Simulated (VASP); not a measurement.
Sc, 2 atoms in the cell. The typed cell holds 2 atoms: a = 3.277 Å, b = 3.318 Å, c = 5.273 Å, α = 89.67°, β = 89.94°, γ = 119.31°.  The cell isn't the ideal one: cell strained at random at fixed volume.

| Quantity | Value |
| --- | --- |
| Program | VASP 6.6.1 |
| Task | electron localisation function |
| Functional | revPBE |
| Dispersion | D2 |
| Potentials or basis | VASP PAW PBE potentials, release 64 (Sc_sv) |
| Cutoff | 520 eV |
| k mesh | 9 × 9 × 5 |
| Occupations | gaussian, width 0.01 eV |
| Spin | no spin polarisation |
| Hubbard terms | Sc d U = 6 eV, J = 1.0 eV |
| LDAUTYPE | 2 |
| Hund's J | 1 |
| Further INCAR settings | ALGO = Normal; EDIFF = 1e-07 |

Potentials or basis: VASP PAW PBE potentials, release 64 (Sc_sv).

The run is started by

```sh
$ cat potpaw_PBE.64/Sc_sv/POTCAR > POTCAR
$ mpirun -np 1 vasp_std > vasp.out
```

Hardware: 1 thread of Intel(R) Xeon(R) Platinum 8559C (Emerald Rapids) (shared host).

**Question.** Estimate the wall time of this run.

**Answer.** Run time: 83 s on 1 thread of Intel(R) Xeon(R) Platinum 8559C (Emerald Rapids), on a shared host, peak memory 0.26 GiB. Counts: scf iterations 16, k points 203.
